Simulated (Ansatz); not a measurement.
## Pd under changes of volume

One of the cells (15.531 Å³/atom); the others are scaled copies at fixed shape and fractional positions:

```xyz
2
Lattice="2.7837 0.0000 0.0000 -1.3918 2.4107 0.0000 0.0000 0.0000 4.6289" Properties=species:S:1:pos:R:3 pbc="T T T"
Pd    0.0000    1.6071    1.1572
Pd    1.3918    0.8036    3.4717
```

This isn't the form of Pd at room conditions, which is fcc.

```yaml
Program: Ansatz 0.2.0
Functional: PBEsol
Potentials_or_basis: Ansatz PAW
Cutoff: "420 eV (not typed: the program's choice for these potentials)"
k_mesh: 11 × 11 × 6
Occupations: fermi-dirac, width 0.05 eV
Spin: no spin polarisation
```

```csv
volume (Å³/atom),energy over the lowest point (meV/atom),pressure (GPa)
14.600,0.00,0.3
14.910,3.74,-3.8
15.221,?,?
15.531,32.24,-10.3
15.842,55.19,-13.0
16.153,82.92,-15.3
16.463,114.75,-17.2
```

Question: What does the run at 15.221 Å³/atom give?

Answer: Energy over the lowest point 14.80 meV/atom; pressure -7.3 GPa.

Worked out: A Birch-Murnaghan fit of order 3 (a polynomial in V^(-2/3)) to the other rows has its minimum at 14.61 Å³/atom with B0 = V·E''(V) = 202 GPa and B' = 5.5 at fixed shape and positions, which overstates the stiffness. It gives 14.84 meV/atom at 15.221 Å³/atom, against the run's 14.80, and -dE/dV = -7.4 GPa, against -7.3.

Energies are extrapolated to zero smearing.

Caveats: the PAW data sets come from PBE, with cores solved anew for the run's functional, which leaves a small shift of forces and pressure.
